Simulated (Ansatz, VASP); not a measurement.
**Two plane-wave programs on Si**

INCAR

```
SYSTEM = Si
PREC = Accurate
ENCUT = 520
EDIFF = 1E-7
ISMEAR = -1
SIGMA = 0.05
LREAL = .FALSE.
LASPH = .TRUE.
NELM = 60
ALGO = Normal
ISIF = 2
LWAVE = .FALSE.
LCHARG = .FALSE.
GGA = PE
NBANDS = 8
```

The input KPOINTS:

```
regular mesh
0
G
  10 10 10
  0 0 0
```

The input POSCAR:

```
Si
1.0
    2.5466200000     -0.0175470000     -0.0039610000
   -0.0175470000      2.4876880000      0.0007870000
   -0.0039610000      0.0007870000      2.5627710000
Si
1
Direct
    0.4979460000      0.5014160000      0.4862580000
```

File input.yaml:

```yaml
crystal:
  lattice:
    - [2.54662, -0.017547, -0.003961]
    - [-0.017547, 2.487688, 0.000787]
    - [-0.003961, 0.000787, 2.562771]
  atoms:
    - { symbol: Si, position: [0.497946, 0.501416, 0.486258] }
hamiltonian:
  xc: pbe
  pseudopotentials: { kind: paw, azcp: { folder: soft_1 } }
kpoints:
  mp_grid: { grid: [10, 10, 10] }
scf:
  occupations: { method: fermi_dirac, width: 0.05 }
output:
  forces: true
  stress: true
  eigenvalues: true
  write_density: true
  write_potential: true
  elf: true
  volumetric_format: npy
```

Change from the starting cell: cell strained at random at fixed volume.

Alike in both runs: task single point; functional PBE; k mesh 10 × 10 × 10; occupations fermi-dirac, width 0.05 eV; no spin polarisation.

|  | VASP | Ansatz |
| --- | --- | --- |
| version | VASP 6.6.1 | Ansatz 0.2.0 |
| potentials or method | VASP PAW PBE potentials, release 64 (Si) | Ansatz PAW soft_1 |
| plane-wave cutoff (eV) | 520 | 420 |
| valence electrons in the cell | 4 | 4 |

```csv
,VASP,Ansatz,Ansatz less VASP
gap on the k mesh at the Fermi level (eV),none,none,-
pressure (GPa),0.4,0.5,+0.03
largest component of the traceless stress (GPa),6.14,6.14,+0.005
```

A gap of «none» marks a metal or a gap that the smearing closes. The functional is the same, so the differences come from potentials, cutoffs and numerics.
